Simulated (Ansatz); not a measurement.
## NaH (zincblende) under strain

NaH in the zincblende structure, relaxed with r2SCAN in the plane-wave code Ansatz. It is cubic, F-43m (No. 216); conventional cell a = 5.194 Å, 17.51 Å³ an atom. Na is surrounded by 4 H at 2.25 Å; H is surrounded by 4 Na at 2.25 Å.

The axes x, y and z are those of this cell:
```
CELL_PARAMETERS angstrom
0.00000 2.59692 2.59692
2.59692 0.00000 2.59692
2.59692 2.59692 0.00000
ATOMIC_POSITIONS crystal
Na 0.00000 0.00000 0.00000
H 0.25000 0.25000 0.25000
```

Unstrained: With PBE the valence top lies at W and the conduction bottom at L, 3.613 eV higher; the smallest vertical gap, at L, is 4.318 eV. The r2SCAN gap is indirect, 4.049 eV (W to L), below the direct gap of 4.746 eV at L. With HSE06 the valence top lies at W and the conduction bottom at L, 4.616 eV higher; the smallest vertical gap, at L, is 5.378 eV. Meshes: PBE 8×8×8, r2SCAN 8×8×8, HSE06 6×6×6. Strains are changes of length per length, and xy shears are angles. After each strain the atoms were relaxed again with r2SCAN within the symmetry that the strain leaves, so tilts or polar shifts that break it weren't tested; points keep the names that they have in the unstrained zone. No spin polarisation and no zero-point or thermal motion; the cell was built from a prototype and may be hypothetical.

Changes of the least gap in eV (an overlap counts as a negative gap):
```json
{"strain": "epitaxial -2.22 % in the xy plane, free normal strain +3.11 %", "volume change (%)": "-1.4", "space group": "I-4m2", "PBE": "-0.043", "r2SCAN": "-0.044", "HSE06": "-0.046", "energy rise, r2SCAN (meV/atom)": "0.8"}
{"strain": "uniaxial -1.61 % along z", "volume change (%)": "-1.6", "space group": "I-4m2", "PBE": "+0.001", "r2SCAN": "+0.002", "HSE06": "+0.004", "energy rise, r2SCAN (meV/atom)": "0.3"}
{"strain": "xy shear, engineering strain (angle) +1.54 %", "volume change (%)": "0.0", "space group": "Imm2", "PBE": "-0.037", "r2SCAN": "-0.037", "HSE06": "-0.038", "energy rise, r2SCAN (meV/atom)": "0.2"}
```

Epitaxial -2.22 % in the xy plane, free normal strain +3.11 %. HSE06: the gap goes from 4.616 to 4.570 eV (-0.046 eV). Stress change with r2SCAN, compression positive: xx +0.35, yy +0.35, zz 0.00 GPa.

Uniaxial -1.61 % along z, other directions held. HSE06: the gap goes from 4.616 to 4.620 eV (+0.004 eV); the edges go from W → L to (0.286, -1/2, -0.214) → L. Stress change with r2SCAN, compression positive: xx +0.28, yy +0.28, zz +0.34 GPa.

Xy shear, engineering strain (angle) +1.54 %. HSE06: the gap goes from 4.616 to 4.578 eV (-0.038 eV). Stress change with r2SCAN, compression positive: xx 0.00, yy 0.00, zz 0.00, xy -0.21 GPa.

Where an edge lies off the special points, it is a point of the mesh or the k point where a search put PBE's edge or least direct gap, reused for the other functionals, whose own edges may lie a little apart.

Coordinates of k points refer to the reciprocal vectors of the primitive cell of the runs.

The meshes of the hybrids are coarse, so their gaps aren't converged to the digits shown.
